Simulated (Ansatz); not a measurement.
**AgCl: a line through a two-coordinate scan**

Aim: follow the energy of AgCl (Fm-3m, No. 225; 2 atoms in the cell) along one coordinate, equal normal strain along x and y, with the other held at amplitude of mode 4 (92 cm⁻¹) = −0.511 Å.

Program: Ansatz 0.2.0. Level of theory: DFT PBE, scalar-relativistic, plane waves, PAW. These are calculated values, not measurements.

10 further runs of the same task are left out: 10 set aside as unsound or not needed.

## Step 1: The system as given

The structure is cubic, space group Fm-3m (No. 225). The conventional cell has a = 5.612 Å, b = 5.612 Å, c = 5.612 Å, α = 90.00°, β = 90.00°, γ = 90.00°. Ag (site symmetry m-3m) has 6 Cl at 2.81 Å as nearest neighbours. Around Cl (site symmetry m-3m) lie 6 Ag at 2.81 Å.

Coordinates:

```xyz
2
Lattice="0.0000 2.8060 2.8060 2.8060 0.0000 2.8060 2.8060 2.8060 0.0000" Properties=species:S:1:pos:R:3 pbc="T T T"
Ag    2.8060    2.8060    2.8060
Cl    0.0000    0.0000    0.0000
```

This cell was relaxed beforehand with the same method: volume 22.09 Å³/atom, gap on the mesh 0.92 eV.

## Step 2: The scan

The energy is mapped over a normal mode and a strain (zone-centre modes of the cell shown) (x along [1 0 0], y along [0 1 0], z along [0 0 1] of the conventional cell).

The axes are (1) amplitude of mode 4 (92 cm⁻¹), largest displacement in the unstrained cell: 11 values from −0.639 Å; (2) equal normal strain along x and y: 7 values from −4.00 %.

Nothing else is relaxed (the pattern is fixed in fractional coordinates). Energies count from the relaxed high-symmetry cell. Points are written as (first, second).

The modes come from a phonon run on the reference cell, made beforehand.

Displacement patterns for an amplitude of 1 (Å):

```
atom      x1     y1     z1
 Ag1  -0.329  0.000  0.000
 Cl2   1.000  0.000  0.000
```

## Step 3: Point (−0.511 Å, −4.00 %)

File input.yaml:

```yaml
crystal:
  lattice:
    - [0.0, 2.6937819368, 2.8060228508]
    - [2.6937819368, 0.0, 2.8060228508]
    - [2.6937819368, 2.6937819368, 0.0]
  atoms:
    - { symbol: Ag, position: [0.4700640907, 0.5299359093, 0.5299359093] }
    - { symbol: Cl, position: [0.0910897785, -0.0910897785, -0.0910897785] }
basis:
  ecutwfc: 420
kpoints:
  mp_grid: { grid: [8, 8, 8] }
hamiltonian:
  xc: pbe
scf:
  occupations: { method: gaussian, width: 0.05 }
output:
  forces: true
  stress: true
  eigenvalues: true
```

The run is started by

```sh
$ ansatz run input.yaml --threads 1 --pin off --max-ram 2048MiB --backend cpu --events-out ev --progress --plain --runs-dir out
```

Further runs follow: the other points of the line.

**Question.** What will these runs give? Wanted: for each run, equal normal strain along x and y; energy; slope; pressure; largest force on an atom.

As calculated:

| equal normal strain along x and y (%) | step | energy (eV) | slope (eV per %) | pressure (GPa) | band gap on the k-mesh (eV) | largest force on an atom (eV/Å) |
| --- | --- | --- | --- | --- | --- | --- |
| −4.00 | 3 | 1.17 | −0.151 | 20.1 | 1.322 | 5.95 |
| −2.67 | 4 | 0.98 | −0.128 | 16.7 | 1.317 | 5.19 |
| −1.33 | – | 0.82 | −0.107 | 13.7 | 1.311 | 4.50 |
| 0.00 | 5 | 0.69 | −0.090 | 11.0 | 1.308 | 3.89 |
| 1.33 | 6 | 0.58 | −0.074 | 8.8 | 1.286 | 3.35 |
| 2.67 | 7 | 0.49 | −0.060 | 6.8 | 1.270 | 2.87 |
| 4.00 | 8 | 0.42 | −0.048 | 5.1 | 1.258 | 2.45 |

Energies count from the relaxed high-symmetry cell. Rows without a step come from runs not printed here or follow by symmetry. Slopes come from the forces (and the stress, where the cell changes), not from differences of energies.

What this shows: Along this line the energy keeps falling to 4.00 %, the edge of the range. The highest point computed, at −4.00 %, lies 0.74 eV above the lowest. This is one cut through a surface in two coordinates; the map's lowest point lies off it. A rigid map gives upper bounds: relaxing the other coordinates can only lower a point.

These are semilocal Kohn-Sham gaps, which aren't the measured quantity. Such gaps usually fall short of the measured ones.
